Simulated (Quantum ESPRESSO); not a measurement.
CdS (Hawleyite):

```xyz
2
Lattice="0.0000 2.9165 2.9165 2.9165 0.0000 2.9165 2.9165 2.9165 0.0000" Properties=species:S:1:pos:R:3 pbc="T T T"
Cd    0.0000    0.0000    0.0000
S     4.3748    4.3748    4.3748
```

Program: Quantum ESPRESSO 7.5. Alike in all runs: task dielectric tensor; no spin polarisation; cell as given; k mesh 8 × 8 × 8, shifted; cutoff (eV) 612; smearing fermi-dirac 0.05 eV.

Task: Order these runs on this cell by their pressure, lowest first.
A. level LDA; potentials or basis GBRV 1.5 LDA; form of the LDA correlation PZ81
B. level BLYP; potentials or basis GBRV 1.5 PBE
C. level AM05; potentials or basis GBRV 1.5 PBE

Result: A (-2.1 GPa), C (0.7 GPa), B (6.4 GPa).

Caveats: the potentials were made for another functional, which shifts forces and pressure (some runs); the cell is more than 3 GPa from zero pressure, which shifts response properties (some runs).

Runs at the PBE level aren't shown here.
